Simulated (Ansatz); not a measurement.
## Vibrational response of NbN at 9 GPa

Computed with DFT LDA, scalar-relativistic, plane waves, PAW (Ansatz 0.2.0). Settings: 420 eV plane-wave cutoff, Γ-centred 16×16×16 mesh, Fermi-Dirac smearing of 0.15 eV. No spin polarisation. Phonons by linear response, acoustic sum rule imposed.

The cell, relaxed at 9 GPa:
```
CELL_PARAMETERS angstrom
0.00000 2.16086 2.16086
2.16086 0.00000 2.16086
2.16086 2.16086 0.00000
ATOMIC_POSITIONS crystal
Nb 0.50000 0.50000 0.50000
N 0.00000 0.00000 0.00000
```

In a metal, frequencies and elastic constants depend on the k mesh and the smearing, soft modes and shear constants most.

Optical modes at Γ; i marks an imaginary frequency:
```tsv
frequency (cm⁻¹)	degeneracy
452	3
```

All 3 optical modes at Γ are real: no displacement of atoms at fixed cell lowers the energy to second order. Strains and modes at other wave vectors aren't tested by this run.

Cost: 1 run of about 0.65 core-minutes, on Intel Xeon Platinum 8259CL (Skylake/Cascade Lake) (shared hosts).